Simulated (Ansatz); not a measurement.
## ZnS, space group R3m: an equation of state with a fit, step by step

Computed with the Python package of Ansatz (0.2.0).

The cells in order, each with its output:

**Cell 1**
```python
import warnings

import ansatz as az
from ase.eos import EquationOfState
from ase.units import GPa
import numpy as np
```

**Cell 2**
```python
config = {
    "filling": "Fixed",
    "scf_tol": 1e-09,
    "xc": "LDA",
    "ecut": 500,
    "kgrid": (6, 6, 6),
}
```

**Cell 3**
```python
VECTORS = np.array([
    [1.903071, 1.098739, 9.351948],
    [-1.903071, 1.098739, 9.351948],
    [0.0, -2.197477, 9.351948],
])
SITES = [
    ("Zn", (0.999971, 0.999971, 0.999971)),
    ("Zn", (0.222269, 0.222269, 0.222269)),
    ("Zn", (0.444613, 0.444613, 0.444613)),
    ("S", (0.083267, 0.083267, 0.083267)),
    ("S", (0.527842, 0.527842, 0.527842)),
    ("S", (0.305363, 0.305363, 0.305363)),
]
```

**Cell 4**
```python
def on_lattice(cell):
    crystal = az.Crystal(lattice=az.Lattice.of(cell))
    for symbol, position in SITES:
        crystal = crystal.atom(symbol, position)
    return crystal
```

**Cell 5**
```python
warnings.simplefilter("ignore", az.DeckWarning)
```

**Cell 6**
```python
# scale the volume, keep shape and fractions
volumes, energies, pressures = [], [], []
for scale in np.linspace(0.88, 1.12, 7):
    cell = VECTORS * scale ** (1 / 3)
    base = (
        on_lattice(cell).calculation()
        .occupations(config["filling"])
        .scf(tolerance=config["scf_tol"])
        .functional(config["xc"])
        .basis(config["ecut"])  # plane waves up to this kinetic energy
        .kpoints(*config["kgrid"])
        .stress()  # positive in compression
    )
    r = base.run(threads=1, pin="off").report
    volumes.append(abs(np.linalg.det(cell)) / len(SITES))
    energies.append(r["free_energy_ev"] / len(SITES))
    pressures.append(np.trace(r["stress_gpa"]) / 3)
    print(f"V = {volumes[-1]:8.4f} A^3/atom  F = {energies[-1]:.5f} eV/atom  P = {pressures[-1]:8.3f} GPa")
```
Output:
```text
V =  17.2081 A^3/atom  F = -2058.68614 eV/atom  P =    7.854 GPa
V =  17.9903 A^3/atom  F = -2058.71216 eV/atom  P =    2.994 GPa
V =  18.7725 A^3/atom  F = -2058.71700 eV/atom  P =   -0.866 GPa
V =  19.5547 A^3/atom  F = -2058.70499 eV/atom  P =   -3.934 GPa
V =  20.3369 A^3/atom  F = -2058.67961 eV/atom  P =   -6.371 GPa
V =  21.1191 A^3/atom  F = -2058.64360 eV/atom  P =   -8.303 GPa
V =  21.9013 A^3/atom  F = -2058.59919 eV/atom  P =   -9.829 GPa
```

**Cell 7**
```python
eos = EquationOfState(volumes, energies, eos="vinet")
v0, e0, bulk = eos.fit()
print(f"V0 = {v0:.4f} A^3/atom, E0 = {e0:.5f} eV/atom, B = {bulk / GPa:.1f} GPa")
eos.plot("eos.png")
```
Output:
```text
V0 = 18.5819 A^3/atom, E0 = -2058.71752 eV/atom, B = 86.3 GPa
<Axes: title={'center': 'vinet: E: -2058.718 eV, V: 18.582 Å$^3$, B: 86.321 GPa'}, xlabel='volume [Å$^3$]', ylabel='energy [eV]'>
```

A third-order Birch-Murnaghan fit through the 7 points (the script's own form differs a little) has its minimum at 18.58 Å³ an atom, 5.0 % below the typed cell, with a bulk modulus of 86 GPa and dB/dP = 4.5. From that minimum the energy rises by 31.4 meV an atom on the compressed side and 118.3 meV on the expanded side.

What to keep in mind:
- Absolute energies stand on the zero of these potentials, so only differences at equal settings mean something.
- Shape and fractional positions are held along the curve, so the bulk modulus is an upper value where they are free to relax.
- The program warned that this SCF threshold is loose for forces or stresses.
- Pressure is positive in compression.
- This cell is a computed structure, which may not be the phase found in nature.
- The script silences the warnings on its input, which a real study should read.
- Wall time of the script: 110 s on 1 thread of Arm Neoverse V1, with other jobs on the host, peak memory 0.48 GiB.
